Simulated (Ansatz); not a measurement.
**Rh: equation of state with PBEsol**

The system is Rh.

```
Rh
1.0
     2.73098    0.00000    0.00000
    -1.36549    2.36510    0.00000
     0.00000    0.00000    4.42849
Rh
2
Direct
  0.33333 0.66667 0.25000
  0.66667 0.33333 0.75000
```

This isn't the form of Rh at room conditions, which is fcc.

```yaml
Program: Ansatz 0.2.0
Task: equation of state
Functional: PBEsol
Potentials_or_basis: JTH PAW
Cutoff: 2100 eV
Density_cutoff: 8400 eV
k_mesh: 11 × 11 × 6
Occupations: fermi-dirac, width 0.05 eV
Spin: no spin polarisation
```

The equilibrium volume is 13.55 Å³/atom and the bulk modulus at fixed shape and positions is 295 GPa. The pressure derivative of the bulk modulus is 5.2.

Energy against volume, from the lowest point:
```
volume (Å³/atom)  energy (meV/atom)
          13.444               0.00
          13.730               1.43
          14.016              13.09
          14.302              33.72
          14.588              62.23
          14.874              97.62
          15.160             139.03
```

All runs of the series together: 74 s on 2 threads of Intel(R) Xeon(R) Platinum 8259CL CPU @ 2.50GHz (Skylake/Cascade Lake), with other jobs on the host.

Caveat: the cell was scaled at fixed shape and fractional positions, which overstates the stiffness of a crystal with free parameters, most of all of layers and chains.
